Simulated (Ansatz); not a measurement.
# WS2 (Tungstenite) (P1) in Ansatz: convergence with smearing width

Aim: find how far smearing width must go before the results for WS2 (Tungstenite) settle, at PBE. This setting moves, with any that are tied to it; all else stays.

All numbers are computed with Ansatz 0.2.0; they aren't measurements. Logs are shortened: lines on timing, memory, paths and dates and some standing lists are left out, and cuts for length are marked.

### Step 1. The cell of the first run

The typed cell holds 3 atoms: a = 6.427 Å, b = 6.427 Å, c = 6.427 Å, α = 28.44°, β = 28.44°, γ = 28.44°.

The cell isn't the ideal one: atoms moved at random, drawn with an rms of 0.05 Å.

### Step 2. With smearing width 0.3 eV

input.yaml

```yaml
crystal:
  lattice:
    - [1.579, 0.9116360751, 6.1633333333]
    - [-1.579, 0.9116360751, 6.1633333333]
    - [0.0, -1.8232721501, 6.1633333333]
  atoms:
    - { symbol: W, position: [-0.012977, 0.010914, 0.008371] }
    - { symbol: S, position: [0.5857, 0.58146, 0.572522] }
    - { symbol: S, position: [0.747503, 0.739975, 0.770819] }
hamiltonian:
  xc: pbe
  pseudopotentials: { kind: nc, source: spms }
kpoints:
  mp_grid: { grid: [7, 7, 7] }
scf:
  occupations: { method: gaussian, width: 0.3 }
output:
  forces: true
  stress: true
  eigenvalues: true
```

Potentials or basis: SPMS NC.

Run with:

```bash
> ansatz run input.yaml --threads 2 --pin off --max-ram 5632MiB --backend cpu --events-out ev --progress --plain --runs-dir out
```

What it wrote:

```text
Warning: RAYON_NUM_THREADS=2 ignored (pool sized by the plan → 2); use --threads N
basis.fft_grid_basis auto: the FFT boxes are laid along the combinations [[1, 0, -1], [0, 1, -1], [0, 0, 1]] of the cell's own vectors, 3.158, 3.158 and 6.427 Å long. The dense box has 25×25×50 points. Along the cell's own vectors, as sized, it would have 50×50×50, 4.00 times as many. basis.fft_grid_basis: typed keeps the cell's own vectors: state it where this run's energies or levels are differenced outside the engine with another run's, or held beside a run that keeps those vectors.
Engine: ansatz 0.2.0, x86_64-unknown-linux-gnu
Pseudopotentials: kind: nc
Pseudopotential: W, nc, valence charge 14, recommended cutoff 435.382179935808 eV (normal), W.nc.azcp
Pseudopotential: S, nc, valence charge 6, recommended cutoff 544.22772491976 eV (normal), S.nc.azcp
Functional definition: PBE
  parameter kappa = 0.804
  parameter beta = 0.06672455060314922
  exchange = pbe_x(kappa = kappa, mu = beta*pi^2/3)
  correlation = pbe_c(beta = beta)
Crystal: 3 atoms, lattice volume = 53.232 Å³
Basis set: ecut = 544.22772491976 eV, 1511 PW (Γ), FFT grids on a1−a3, a2−a3, a3, exchange–correlation on 50×50×100 points (8 copies of the dense FFT grid, shifted against one another)
Bands: 17, of which v1, the nominal top of the filled ones, is band 13 counted from 1 (12 counted from 0)
Symmetry: 1 space group operations
Space group: P1 (ITA 1), of the structure as read, at distance tolerance 3.8e-5 Å
k-points: 172 of 343 (time reversal used)
Non-local potential: W, projectors of the file, l = 0: 2, l = 1: 2, l = 2: 2, l = 3: 2
Non-local potential: S, projectors of the file, l = 0: 2, l = 1: 2, l = 2: 2
Initial density: superposition of atomic densities (chi_scale 0.1, normalization cell, long waves kept (reshape's long-wave potential 0.03 eV rms))
Initial wavefunctions: pseudopotential atomic-orbital guess
Functional: x = pbe(κ = 0.804, μ = 0.2195149727645171), c = pbe(β = 0.06672455060314922)
SCF iter   1: F=—  HF=-2666.477755 eV  |F-HF|=—  |Δ(HF+E_count)|=         —  Δρ=4.06e-2  dr2=1.48e0  ethr=3.10e-3  ⟨swp⟩=5.4  Hψ=15453  notcnv=0
preconditioner: auto → none  [insulator: Δε(μ)=0.962 eV  Ē_g=8.850 eV  σ=0.300 eV  W_gap=0.98  n_scr=16 (ndim 8)  ℏωp=21.6 eV  f_vac=0.000  D(μ)=0.01/eV (n_scr^D=0)  ε∞_Penn≈7.0]
SCF iter   2: F=—  HF=-2666.291076 eV  |F-HF|=—  |Δ(HF+E_count)|=   1.87e-1  Δρ=2.95e-2  dr2=1.34e0  ethr=3.10e-3  ⟨swp⟩=3.0  Hψ=6330  notcnv=0
SCF iter   3: F=—  HF=-2666.162305 eV  |F-HF|=—  |Δ(HF+E_count)|=   1.29e-1  Δρ=1.97e-2  dr2=5.64e-1  ethr=3.10e-3  ⟨swp⟩=2.8  Hψ=5044  notcnv=0
SCF iter   4: F=—  HF=-2666.089319 eV  |F-HF|=—  |Δ(HF+E_count)|=   7.30e-2  Δρ=9.02e-3  dr2=7.56e-2  ethr=2.17e-3  ⟨swp⟩=1.0  Hψ=4292  notcnv=0
SCF iter   5: F=—  HF=-2666.079627 eV  |F-HF|=—  |Δ(HF+E_count)|=   9.69e-3  Δρ=2.57e-3  dr2=5.42e-3  ethr=2.91e-4  ⟨swp⟩=1.8  Hψ=3707  notcnv=0
SCF iter   6: F=—  HF=-2666.079087 eV  |F-HF|=—  |Δ(HF+E_count)|=   5.41e-4  Δρ=6.63e-4  dr2=2.72e-4  ethr=2.09e-5  ⟨swp⟩=2.1  Hψ=4139  notcnv=0
SCF iter   7: F=—  HF=-2666.079048 eV  |F-HF|=—  |Δ(HF+E_count)|=   3.84e-5  Δρ=1.85e-4  dr2=7.13e-6  ethr=1.05e-6  ⟨swp⟩=2.2  Hψ=4150  notcnv=0
SCF iter   8: F=—  HF=-2666.079058 eV  |F-HF|=—  |Δ(HF+E_count)|=   9.60e-6  Δρ=5.63e-5  dr2=8.65e-7  ethr=2.74e-8  ⟨swp⟩=2.5  Hψ=4911  notcnv=0
SCF iter   9: F=-2666.079058 eV  HF=-2666.079058 eV  |F-HF|=1.48e-8  |Δ(HF+E_count)|=   1.05e-7  Δρ=7.97e-6  dr2=3.11e-8  ethr=3.85e-10  ⟨swp⟩=5.4  Hψ=16923  notcnv=0
SCF 1 converged in 9 iterations: F = -2666.079058 eV  dr2 = 3.11e-8
SCF converged after 9 iterations
Free energy (F): -2666.079058 eV
Harris-Foulkes:  -2666.079058 eV  (|F-HF|=1.48e-8)
Internal energy: -2666.078885 eV  (E = F + TS)
E sigma→0 (E₀):  -2666.078971 eV
Entropy (-TS):   -0.000173 eV (-0.058 meV/atom)
Fermi energy:    12.082383 eV
--- Per-component energies (eV) ---
  E_band       = -187.494190
  E_kinetic    = 757.839754
  E_local      = -1647.254953  (includes V_loc(G=0)·N_el)
  E_nonlocal   = -205.605740
  E_hartree    = 693.537744
  E_xc         = -609.696841
  E_vxc        = -479.549837  (∫ρ·V_xc dr)
  E_ewald      = -1654.898849
  E_smearing   = -0.000173  (= −TS)
  E_closure    = 0.000000  (closes the sum)
  Σ components = -2666.079058   (vs F -2666.079058, Δ=0.00e0)
--- Forces (eV/Å), atoms counted from 1 ---
  atom   1  W      0.96322097    -0.01235362    -1.37712482
  atom   2  S     -0.38428302    -0.33073520     1.07798962
  atom   3  S     -0.57893711     0.34308892     0.29917443
  max |Σ_I F_I| component: 3.92e-5 eV/Å
--- Stress (GPa, compression-positive) ---
        2.660953      -0.904300      -0.783350
       -0.904300       2.410040       3.057559
       -0.783350       3.057559      -0.442326
  P = ⅓ Tr σ = 1.5429 GPa (15.429 kbar)
--- Band table (eV; the first three rows and the last of 172) ---
  k-point 0: bands = ["-62.9823", "-27.2339", "-27.0526", "-27.0436", "-3.8829", "-1.9652", "4.0451", "8.2720", "8.3561", "9.3690", "9.7594", "10.0161", "10.5130", "13.5770", "13.8715", "14.1902", "14.3144"]
  k-point 1: bands = ["-62.9788", "-27.2216", "-27.1162", "-27.0641", "-3.5439", "-1.8589", "4.4686", "7.5231", "8.4132", "8.6201", "9.1985", "10.0830", "10.5377", "13.2557", "13.7506", "13.9492", "14.5774"]
  k-point 2: bands = ["-62.9710", "-27.2666", "-27.1939", "-27.0999", "-2.6744", "-1.5877", "5.2001", "6.3343", "7.0851", "8.2098", "9.3232", "9.4940", "10.0364", "13.0744", "13.6420", "14.6317", "15.2311"]
  k-point 171: bands = ["-62.9648", "-27.3795", "-27.1724", "-27.1311", "-1.8008", "-1.3122", "4.6239", "5.8808", "6.5079", "7.6666", "8.9861", "9.8575", "10.0916", "13.9397", "14.0650", "14.9915", "15.4848"]
```

Wall time 18 s (2 threads of Intel Xeon at 2.50GHz (Skylake/Cascade Lake), shared host); peak memory 0.44 GiB.

Results:

- Free energy: -2666.0791 eV
- Pressure: 1.5 GPa
- Largest force: 1.681 eV/Å
- Band gap on the k mesh: 1.03 eV, indirect (least direct gap 2.07 eV)

### Step 3. With smearing width 0.2 eV

input.yaml, as its differences from that of step 2:

```diff
@@ -15,3 +15,3 @@
 scf:
-  occupations: { method: gaussian, width: 0.3 }
+  occupations: { method: gaussian, width: 0.2 }
 output:
```

Potentials or basis: SPMS NC.

Run with:

```bash
> ansatz run input.yaml --threads 2 --pin off --max-ram 5632MiB --backend cpu --events-out ev --progress --plain --runs-dir out
```

It took 18 s on 2 threads of Intel Xeon at 2.50GHz (Skylake/Cascade Lake), shared host; peak memory 0.44 GiB.

What came out:

| Item | Value |
| --- | --- |
| Free energy | -2666.0790 eV |
| Pressure | 1.5 GPa |
| Largest force | 1.681 eV/Å |
| Band gap on the k mesh | 1.03 eV, indirect (least direct gap 2.07 eV) |

### Step 4. With smearing width 0.15 eV

input.yaml, as its differences from that of step 3:

```diff
@@ -15,3 +15,3 @@
 scf:
-  occupations: { method: gaussian, width: 0.2 }
+  occupations: { method: gaussian, width: 0.15 }
 output:
```

Run with:

```bash
> ansatz run input.yaml --threads 2 --pin off --max-ram 5632MiB --backend cpu --events-out ev --progress --plain --runs-dir out
```

Wall time 18 s (2 threads of Intel Xeon at 2.50GHz (Skylake/Cascade Lake), shared host); peak memory 0.44 GiB.

What came out:

```yaml
Free_energy: -2666.0790 eV
Pressure: 1.5 GPa
Largest_force: 1.681 eV/Å
Band_gap_on_the_k_mesh: 1.03 eV, indirect (least direct gap 2.07 eV)
```

### Step 5. With smearing width 0.1 eV

input.yaml, as its differences from that of step 4:

```diff
@@ -15,3 +15,3 @@
 scf:
-  occupations: { method: gaussian, width: 0.15 }
+  occupations: { method: gaussian, width: 0.1 }
 output:
```

Run with:

```bash
> ansatz run input.yaml --threads 2 --pin off --max-ram 5632MiB --backend cpu --events-out ev --progress --plain --runs-dir out
```

Wall time 18 s (2 threads of Intel Xeon at 2.50GHz (Skylake/Cascade Lake), shared host); peak memory 0.45 GiB.

Results:

- Free energy: -2666.0790 eV
- Pressure: 1.5 GPa
- Largest force: 1.681 eV/Å
- Band gap on the k mesh: 1.03 eV, indirect (least direct gap 2.07 eV)

### Step 6. With smearing width 0.05 eV

input.yaml, as its differences from that of step 5:

```diff
@@ -15,3 +15,3 @@
 scf:
-  occupations: { method: gaussian, width: 0.1 }
+  occupations: { method: gaussian, width: 0.05 }
 output:
```

Potentials or basis: SPMS NC.

Run with:

```bash
> ansatz run input.yaml --threads 2 --pin off --max-ram 5632MiB --backend cpu --events-out ev --progress --plain --runs-dir out
```

It took 18 s on 2 threads of Intel Xeon at 2.50GHz (Skylake/Cascade Lake), shared host; peak memory 0.44 GiB.

The run converged. Its results:

```yaml
Free_energy: -2666.0790 eV
Pressure: 1.5 GPa
Largest_force: 1.681 eV/Å
Band_gap_on_the_k_mesh: 1.03 eV, indirect (least direct gap 2.07 eV)
```

### Step 7. With smearing width 0.025 eV

input.yaml, as its differences from that of step 6:

```diff
@@ -15,3 +15,3 @@
 scf:
-  occupations: { method: gaussian, width: 0.05 }
+  occupations: { method: gaussian, width: 0.025 }
 output:
```

Run with:

```bash
> ansatz run input.yaml --threads 2 --pin off --max-ram 5632MiB --backend cpu --events-out ev --progress --plain --runs-dir out
```

Wall time 18 s (2 threads of Intel Xeon at 2.50GHz (Skylake/Cascade Lake), shared host); peak memory 0.45 GiB.

Results (log left out):

| Item | Value |
| --- | --- |
| Free energy | -2666.0790 eV |
| Pressure | 1.5 GPa |
| Largest force | 1.681 eV/Å |
| Band gap on the k mesh | 1.03 eV, indirect (least direct gap 2.07 eV) |

### Step 8. With smearing width 0.01 eV

input.yaml, as its differences from that of step 7:

```diff
@@ -15,3 +15,3 @@
 scf:
-  occupations: { method: gaussian, width: 0.025 }
+  occupations: { method: gaussian, width: 0.01 }
 output:
```

Run with:

```bash
> ansatz run input.yaml --threads 2 --pin off --max-ram 5632MiB --backend cpu --events-out ev --progress --plain --runs-dir out
```

It took 18 s on 2 threads of Intel Xeon at 2.50GHz (Skylake/Cascade Lake), shared host; peak memory 0.44 GiB.

The run converged. Its results:

```
Free energy            : -2666.0790 eV
Pressure               : 1.5 GPa
Largest force          : 1.681 eV/Å
Band gap on the k mesh : 1.03 eV, indirect (least direct gap 2.07 eV)
```

### Step 9. With smearing width 0.005 eV

input.yaml, as its differences from that of step 8:

```diff
@@ -15,3 +15,3 @@
 scf:
-  occupations: { method: gaussian, width: 0.01 }
+  occupations: { method: gaussian, width: 0.005 }
 output:
```

Potentials or basis: SPMS NC.

Run with:

```bash
> ansatz run input.yaml --threads 2 --pin off --max-ram 5632MiB --backend cpu --events-out ev --progress --plain --runs-dir out
```

Wall time 17 s (2 threads of Intel Xeon at 2.50GHz (Skylake/Cascade Lake), shared host); peak memory 0.44 GiB.

The run converged. Its results:

```yaml
Free_energy: -2666.0790 eV
Pressure: 1.5 GPa
Largest_force: 1.681 eV/Å
Band_gap_on_the_k_mesh: 1.03 eV, indirect (least direct gap 2.07 eV)
```

### Step 10. The series at a glance

```tsv
smearing width	energy less the tightest run, at zero smearing (meV/atom)	SCF cycles	CPU time (s)	peak memory (GiB)
0.3 eV	0.02	9	35	0.44
0.2 eV	0.00	9	35	0.44
0.15 eV	0.00	9	34	0.44
0.1 eV	0.00	9	36	0.45
0.05 eV	0.00	9	35	0.44
0.025 eV	0.00	9	35	0.45
0.01 eV	0.00	9	34	0.44
0.005 eV	0.00	9	32	0.44
```

Against the tightest run, the energy stays within 1 meV/atom from 0.3 eV on. The tightest run that finished is the yardstick and may itself not be fully converged.

Caveats: odd divisions of the mesh miss points on the zone boundary, where band edges often lie, so the gap on the mesh can be too wide; spin-orbit coupling is left out, which moves the levels of the heavy elements.
